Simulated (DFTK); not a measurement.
The system is Fe.

```xyz
1
Lattice="-1.4430 1.4430 1.4430 1.4430 -1.4430 1.4430 1.4430 1.4430 -1.4430" Properties=species:S:1:pos:R:3 pbc="T T T"
Fe    0.0000    0.0000    0.0000
```

Base run:

```yaml
Program: DFTK 0.8.2
Functional: r2SCAN
Potentials_or_basis: SG15 1.2 (PBE)
Cutoff: 1225 eV
k_mesh: 12 × 12 × 12
Occupations: fermi-dirac, width 0.05 eV
Spin: collinear spin, ferromagnetic start
Starting_moments: "[3.0] μB"
```

Its results: band gap on the k mesh none (metal or under the smearing width); pressure 0.9 GPa; net moment 2.81 μB per cell; site moments Fe +2.81 μB.

Question: After a change of settings the same cell gave: band gap on the k mesh none (metal or under the smearing width); pressure 0.1 GPa; net moment 2.79 μB per cell; site moments Fe +2.79 μB. Which change was it?
A. functional from r2SCAN to LDA
B. k mesh from 12 × 12 × 12 to 8 × 8 × 8
C. functional from r2SCAN to PBEsol

Answer: B.

Caveats: some runs use coarse meshes; the potentials were made for another functional, which shifts forces and pressure.

Not every run made on this cell is shown here.
